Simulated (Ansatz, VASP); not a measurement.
# Mg15Fe (Mg(0001)-c(4x2)-Fe surface alloy) in two plane-wave programs, part 2 of 2

One calculation is typed for both programs; each brings its own data sets and cutoff. How far apart do they land? The structure shown is the end of the Ansatz relaxation below.

VASP 6.6.1 and Ansatz 0.2.0.

So far: Starting point; Ansatz: relaxation, PBE with D3(BJ).

### 3. VASP: single point, PBE with D3(BJ)

Level of this step: PBE with D3(BJ), spin-polarised from a ferromagnetic start; plane waves and PAW (Mg, Fe) (VASP).

The same cell, functional, mesh and smearing now go to VASP, with its own data sets and cutoff.

Lines of VASP's logs that name or quote its potential files are left out, and so is its time.

INCAR reads:

```
SYSTEM = Mg15Fe
PREC = Accurate
ENCUT = 400
EDIFF = 1E-06
NELM = 100
ISMEAR = -1
SIGMA = 0.1
LREAL = .FALSE.
ALGO = Normal
GGA = PE
IVDW = 12
NBANDS = 45
ISPIN = 2
MAGMOM = 0 -0 0 0 -0.01 -0 -0.01 0.01 -0.02 0 -0.02 -0.02 -0.02 -0.04 -0.02 2.86
LASPH = .TRUE.
LMAXMIX = 4
LORBIT = 11
LWAVE = .FALSE.
LCHARG = .FALSE.
KPAR = 2
NCORE = 2
ISIF = 0
LDIPOL = .TRUE.
IDIPOL = 3
DIPOL = 0.5 0.5 0.492
LVHAR = .TRUE.
```

POSCAR reads:

```
Mg15Fe
1.0
    6.4200000000      0.0000000000      0.0000000000
    0.0000000000      5.5598830923      0.0000000000
    0.0000000000      0.0000000000     25.1195600000
Mg Fe
15 1
Direct
    0.0000000000      0.3333333300      0.3383817232
    0.2500000000      0.8333333300      0.3383817232
    0.5000000000      0.3333333300      0.3383817232
    0.7500000000      0.8333333300      0.3383817232
    0.0000000000      0.0000000000      0.4421462796
    0.2500000000      0.5000000000      0.4421462796
    0.5000000000      0.0000000000      0.4421462796
    0.7500000000      0.5000000000      0.4421462796
    0.9961728251      0.3357555435      0.5454203971
    0.2500000000      0.8354604365      0.5440593073
    0.5038271749      0.3357555435      0.5454203971
    0.7500000000      0.8276451529      0.5444797032
    0.9868841965      0.9991568888      0.6449344248
    0.2500000000      0.5008248743      0.6450755885
    0.5131158035      0.9991568888      0.6449344248
    0.7500000000      0.5040772485      0.6284728451
```

KPOINTS reads:

```
Automatic mesh
0
Gamma
5 5 1
0 0 0
```

The projector-augmented-wave data sets are Mg and Fe (PBE family, release 64).

Run with:

```
mpirun -np 4 vasp_std
```

Numbers of over 12 decimals in the logs are rounded to 6 here.

The program printed:

```text
[banner, memory and clock lines left out]
running    4 mpi-ranks, on    1 nodes
 distrk:  each k-point on    2 cores,    2 groups
 distr:  one band on    2 cores,    1 groups

 POSCAR found type information on POSCAR MgFe
 POSCAR found :  2 types and      16 ions
 LDA part: xc-table for (Slater+PW92), standard interpolation
 POSCAR, INCAR and KPOINTS ok, starting setup
 FFT: planning ... GRIDC
 FFT: planning ... GRID_SOFT
 FFT: planning ... GRID
 WAVECAR not read
 entering main loop
       N       E                     dE             d eps       ncg     rms          rms(c)
DAV:   1     0.751906615128E+02    0.75191E+02   -0.80345E+03  1620   0.449E+02
DAV:   2    -0.224157756811E+02   -0.97606E+02   -0.87809E+02  1918   0.873E+01
DAV:   3    -0.285935620137E+02   -0.61778E+01   -0.59001E+01  2035   0.236E+01
DAV:   4    -0.287666784140E+02   -0.17312E+00   -0.17246E+00  2184   0.499E+00
DAV:   5    -0.287723543634E+02   -0.56759E-02   -0.56747E-02  2234   0.786E-01    0.158E+01
DAV:   6    -0.550950040156E+02   -0.26323E+02   -0.10196E+02  2286   0.842E+01    0.565E+01
DAV:   7    -0.325920503482E+02    0.22503E+02   -0.34077E+01  2257   0.271E+01    0.299E+01
DAV:   8    -0.271832010075E+02    0.54088E+01   -0.14112E+01  2283   0.267E+01    0.275E+00
DAV:   9    -0.277011978093E+02   -0.51800E+00   -0.71008E+00  2397   0.885E+00    0.143E+01
DAV:  10    -0.271182502944E+02    0.58295E+00   -0.11140E+00  2180   0.468E+00    0.968E+00
DAV:  11    -0.268425006441E+02    0.27575E+00   -0.86633E-01  2391   0.660E+00    0.154E+00
DAV:  12    -0.268707958555E+02   -0.28295E-01   -0.19446E-01  2373   0.197E+00    0.272E+00
DAV:  13    -0.268723475706E+02   -0.15517E-02   -0.14202E-02  2094   0.601E-01    0.235E+00
DAV:  14    -0.268691429684E+02    0.32046E-02   -0.29222E-03  2199   0.217E-01    0.207E+00
[...]
DAV:  27    -0.268740495116E+02   -0.28183E-04   -0.10705E-06  1561   0.326E-03    0.285E-03
DAV:  28    -0.268740659910E+02   -0.16479E-04   -0.10696E-06  1560   0.342E-03    0.229E-03
DAV:  29    -0.268740775697E+02   -0.11579E-04   -0.53687E-07  1487   0.252E-03    0.142E-03
DAV:  30    -0.268740839859E+02   -0.64163E-05   -0.14731E-07  1427   0.130E-03    0.539E-04
DAV:  31    -0.268740888877E+02   -0.49018E-05   -0.81475E-08  1357   0.840E-04    0.373E-04
DAV:  32    -0.268740938337E+02   -0.49459E-05   -0.13546E-07  1432   0.787E-04    0.464E-04
DAV:  33    -0.268740957153E+02   -0.18816E-05   -0.49335E-08  1376   0.638E-04    0.178E-04
DAV:  34    -0.268740963736E+02   -0.65829E-06   -0.27266E-08  1336   0.371E-04
   1 F= -.30477918E+02 E0= -.30315806E+02  d E =-.324223E+00  mag=     2.6914
```

From OUTCAR (step 3):

```text
ion  position               nearest neighbor table
   1  0.000  0.333  0.338-   5 3.20   6 3.20   8 3.20   3 3.21   3 3.21   2 3.21   2 3.21   4 3.21
                             4 3.21
   2  0.250  0.833  0.338-   6 3.20   5 3.20   7 3.20   4 3.21   4 3.21   3 3.21   1 3.21   3 3.21
                             1 3.21
   3  0.500  0.333  0.338-   7 3.20   6 3.20   8 3.20   1 3.21   1 3.21   2 3.21   2 3.21   4 3.21
                             4 3.21
   4  0.750  0.833  0.338-   8 3.20   7 3.20   5 3.20   2 3.21   2 3.21   1 3.21   1 3.21   3 3.21
                             3 3.21
   5  0.000  0.000  0.442-  10 3.16  12 3.18   9 3.20   1 3.20   4 3.20   2 3.20   7 3.21   7 3.21
                             6 3.21   6 3.21   8 3.21   8 3.21
   6  0.250  0.500  0.442-  10 3.17   9 3.20  11 3.20   2 3.20   3 3.20   1 3.20   8 3.21   8 3.21
                             7 3.21   5 3.21   7 3.21   5 3.21
   7  0.500  0.000  0.442-  10 3.16  12 3.18  11 3.20   3 3.20   4 3.20   2 3.20   5 3.21   5 3.21
                             6 3.21   6 3.21   8 3.21   8 3.21
   8  0.750  0.500  0.442-  12 3.15  11 3.17   9 3.17   4 3.20   1 3.20   3 3.20   6 3.21   6 3.21
                             5 3.21   5 3.21   7 3.21   7 3.21
   9  0.996  0.336  0.545-  16 2.78  13 3.12  14 3.12  12 3.16  11 3.16   8 3.17   5 3.20   6 3.20
                            10 3.22  10 3.22  12 3.24  11 3.26
  10  0.250  0.835  0.544-  14 3.15   7 3.16   5 3.16   6 3.17  13 3.18  15 3.18  12 3.21  12 3.21
                            11 3.22   9 3.22   9 3.22  11 3.22
  11  0.504  0.336  0.545-  16 2.78  15 3.12  14 3.12  12 3.16   9 3.16   8 3.17   7 3.20   6 3.20
                            10 3.22  10 3.22  12 3.24   9 3.26
  12  0.750  0.828  0.544-  16 2.77  15 3.10  13 3.10   8 3.15  11 3.16   9 3.16   5 3.18   7 3.18
                            10 3.21  10 3.21   9 3.24  11 3.24
  13  0.987  0.999  0.645-  15 3.04  12 3.10   9 3.12  16 3.17  10 3.18  16 3.22  14 3.24  14 3.26
                            15 3.38
  14  0.250  0.501  0.645-   9 3.12  11 3.12  10 3.15  16 3.24  16 3.24  13 3.24  15 3.24  15 3.26
                            13 3.26
  15  0.513  0.999  0.645-  13 3.04  12 3.10  11 3.12  16 3.17  10 3.18  16 3.22  14 3.24  14 3.26
                            13 3.38
  16  0.750  0.504  0.628-  12 2.77  11 2.78   9 2.78  13 3.17  15 3.17  13 3.22  15 3.22  14 3.24
                            14 3.24

  LATTYP: Found a simple orthorhombic cell.
 ALAT       =     5.5598830923
 B/A-ratio  =     1.1547005384
 C/A-ratio  =     4.5180014729

 Subroutine GETGRP returns: Found  2 space group operations
 (whereof  1 operations were pure point group operations)

The static configuration has the point symmetry C_1 .
 The point group associated with its full space group is C_1h.

 Found      9 irreducible k-points:

   k-points           NKPTS =      9   k-points in BZ     NKDIM =      9   number of bands    NBANDS=     45

   dimension x,y,z NGX =    42 NGY =   36 NGZ =  168
   dimension x,y,z NGXF=    84 NGYF=   72 NGZF=  336

   ENCUT  =  400.0 eV  29.40 Ry    5.42 a.u.  10.47  9.07 40.96*2*pi/ulx,y,z

   NELECT =      38.0000    total number of electrons

 k-points in reciprocal lattice and weights: Automatic mesh
   0.00000000  0.00000000  0.00000000       0.040
   0.20000000  0.00000000  0.00000000       0.080
   0.40000000  0.00000000  0.00000000       0.080
   0.00000000  0.20000000  0.00000000       0.080
   0.20000000  0.20000000  0.00000000       0.160
   0.40000000  0.20000000  0.00000000       0.160
   0.00000000  0.40000000  0.00000000       0.080
   0.20000000  0.40000000  0.00000000       0.160
   0.40000000  0.40000000  0.00000000       0.160

 dipolmoment           0.000000      0.000000      0.008056 electrons x Angstroem

 average (electrostatic) potential at core
       1 -43.1938       2 -43.1855       3 -43.1938       4 -43.1922       5 -42.9951
       6 -43.0023       7 -42.9951       8 -43.0140       9 -42.7916      10 -42.9738
      11 -42.7916      12 -42.8005      13 -43.1155      14 -43.1483      15 -43.1155
      16 -50.5351

 E-fermi :  -1.1552

 spin component 1
 k-point     1 :       0.0000    0.0000    0.0000
  band No.  band energies     occupation
    ...
     16      -2.1898      0.99997
     17      -2.0701      0.99989
     18      -1.9536      0.99966
     19      -1.9451      0.99963
     20      -1.8471      0.99901
     21      -0.7669      0.02017
     22      -0.5648      0.00272
     23      -0.3995      0.00052
     24      -0.3397      0.00029
     25       0.3205      0.00000
    ...

 k-point     2 :       0.2000    0.0000    0.0000
  band No.  band energies     occupation
    ...
     16      -2.0328      0.99985
     17      -1.8809      0.99930
     18      -1.7972      0.99837
     19      -1.7043      0.99589
     20      -1.3852      0.90888
     21      -0.8535      0.04667
     22      -0.7839      0.02382
     23      -0.6354      0.00550
     24      -0.5686      0.00282
     25      -0.3601      0.00035
    ...

 k-point     3 :       0.4000    0.0000    0.0000
  band No.  band energies     occupation
    ...
     16      -1.7345      0.99696
     17      -1.7245      0.99664
     18      -1.6272      0.99117
     19      -1.4363      0.94327
     20      -1.3684      0.89393
     21      -1.0454      0.25018
     22      -0.8441      0.04266
     23      -0.6796      0.00853
     24      -0.6669      0.00752
     25      -0.2150      0.00008
    ...

 k-point     4 :       0.0000    0.2000    0.0000
  band No.  band energies     occupation
    ...
     17      -1.8294      0.99882
     18      -1.7818      0.99810
     19      -1.7162      0.99635
     20      -1.2439      0.70815
     21      -1.1957      0.59990
     22      -1.1450      0.47445
     23      -0.3385      0.00028
     24      -0.2729      0.00015
     25      -0.1466      0.00004
     26       0.0264      0.00001
    ...

 k-point     5 :       0.2000    0.2000    0.0000
  band No.  band energies     occupation
    ...
     17      -2.2946      0.99999
     18      -1.6385      0.99210
     19      -1.5994      0.98837
     20      -1.4369      0.94359
     21      -1.2369      0.69360
     22      -1.0096      0.18900
     23      -0.2401      0.00011
     24      -0.1901      0.00006
     25      -0.0910      0.00002
     26       0.1823      0.00000
    ...

 k-point     6 :       0.4000    0.2000    0.0000
  band No.  band energies     occupation
    ...
     16      -2.4485      1.00000
     17      -2.1410      0.99995
     18      -1.9093      0.99947
     19      -1.2591      0.73859
     20      -1.1763      0.55264
     21      -0.6853      0.00902
     22      -0.6097      0.00426
     23      -0.4829      0.00120
     24       0.0526      0.00001
     25       0.1434      0.00000
    ...

 Edisp (eV)   -3.60382

  energy-cutoff  :      400.00
  volume of cell :      896.63
      direct lattice vectors                 reciprocal lattice vectors
     6.420000000  0.000000000  0.000000000     0.155763240  0.000000000  0.000000000
     0.000000000  5.559883092  0.000000000     0.000000000  0.179859897  0.000000000
     0.000000000  0.000000000 25.119560000     0.000000000  0.000000000  0.039809614

 POSITION                                       TOTAL-FORCE (eV/Angst)
 -----------------------------------------------------------------------------------
      0.00000      1.85329      8.50000         0.013608     -0.009135      0.027988
      1.60500      4.63324      8.50000         0.000000      0.020010      0.019867
      3.21000      1.85329      8.50000        -0.013608     -0.009135      0.027988
      4.81500      4.63324      8.50000         0.000000      0.001868      0.035306
      0.00000      0.00000     11.10652        -0.016392      0.009076     -0.010192
      1.60500      2.77994     11.10652         0.000000     -0.014523      0.015631
      3.21000      0.00000     11.10652         0.016392      0.009076     -0.010192
      4.81500      2.77994     11.10652         0.000000     -0.006994     -0.080585
      6.39543      1.86676     13.70072        -0.001862      0.001467      0.001564
      1.60500      4.64506     13.66653         0.000000     -0.000504      0.000042
      3.23457      1.86676     13.70072         0.001862      0.001467      0.001564
      4.81500      4.60161     13.67709         0.000000     -0.001335      0.000958
      6.33580      5.55520     16.20047         0.003367     -0.000378     -0.007378
      1.60500      2.78453     16.20401         0.000000     -0.000844     -0.007992
      3.29420      5.55520     16.20047        -0.003367     -0.000378     -0.007378
      4.81500      2.80261     15.78696         0.000000      0.000264     -0.007194
 -----------------------------------------------------------------------------------
    total drift:                                0.000000      0.000085      0.000406

  FREE ENERGIE OF THE ION-ELECTRON SYSTEM (eV)
  ---------------------------------------------------
  free  energy   TOTEN  =       -30.4779176579 eV

  energy  without entropy=      -30.1536947266  energy(sigma->0) =      -30.31580619

 vacuum level on the upper side and lower side of the slab         2.668         2.627

 total charge
# of ion       s       p       d       tot
------------------------------------------
    1        0.216   0.108   0.008   0.332
    2        0.215   0.109   0.007   0.332
    3        0.216   0.108   0.008   0.332
    4        0.216   0.109   0.007   0.332
    5        0.212   0.124   0.011   0.346
    6        0.210   0.124   0.011   0.345
    7        0.212   0.124   0.011   0.346
    8        0.213   0.123   0.011   0.347
    9        0.212   0.130   0.013   0.356
   10        0.214   0.123   0.011   0.348
   11        0.212   0.130   0.013   0.356
   12        0.213   0.131   0.014   0.358
   13        0.215   0.104   0.008   0.328
   14        0.214   0.102   0.008   0.323
   15        0.215   0.104   0.008   0.328
   16        0.380   0.208   6.124   6.713
--------------------------------------------------
tot          3.585   1.963   6.274  11.822

 magnetization (x)
# of ion       s       p       d       tot
------------------------------------------
    1        0.000   0.001   0.000   0.001
    2        0.000  -0.000   0.000  -0.000
    3        0.000   0.001   0.000   0.001
    4        0.000   0.001   0.000   0.001
    5       -0.001  -0.001   0.000  -0.002
    6        0.000  -0.001   0.000  -0.001
    7       -0.001  -0.001   0.000  -0.002
    8       -0.000   0.003  -0.000   0.002
    9       -0.004  -0.006  -0.000  -0.010
   10        0.002  -0.000   0.000   0.002
   11       -0.004  -0.006  -0.000  -0.010
   12       -0.002  -0.005  -0.001  -0.008
   13       -0.006  -0.003  -0.000  -0.010
   14       -0.005  -0.008  -0.000  -0.012
   15       -0.006  -0.003  -0.000  -0.010
   16        0.039   0.016   2.768   2.823
--------------------------------------------------
tot          0.012  -0.014   2.766   2.764

[... 6 further parts left out ...]
```

### 4. Differences

Known differences besides the potentials themselves: VASP starts from the moments at which Ansatz ended; the data sets hold 166 valence electrons in Ansatz (default PAW (the set named soft_2) files) and 38 in VASP; the cutoff is 420 eV in Ansatz and 400 eV in VASP; site moments are counted in spheres of each program's own size. Total energies have different zeros and are not compared.

The two programs side by side:

| quantity | Ansatz | VASP | difference |
| --- | --- | --- | --- |
| total moment (μB) | 2.70 | 2.69 | +0.01 |
| moment on Fe16 (μB) | 2.85 | 2.82 | +0.03 |
| work function, lower of the two faces (eV) | 3.78 | 3.78 | 0.00 |
| work function, higher of the two faces (eV) | 3.82 | 3.82 | 0.00 |

At this near-relaxed geometry the largest component of a force difference is 9 meV/Å.

### 5. Outcome

| Property | Result |
| --- | --- |
| difference in work function, lower of the two faces (single point, PBE with D3(BJ)) | -0.0050 eV |

**Reading.** The difference in work function, lower of the two faces is -0.0050 eV (single point, PBE with D3(BJ)). Such differences can come from data sets, numerical settings and the points named under the comparisons, not from the functional's error against experiment.

[Lines on the potential files, build, host, timing and source positions are cut from VASP's logs without a mark.]

[Logs are printed without paths, hosts, clocks, repeated set-up lines and the standing remarks that a program may print on its own settings, such as how far it seeks lower states.]

[Hosts, paths, dates, database ids (printed as entryN), source tags and the programs' standing remarks are cut or masked in the printed files.]
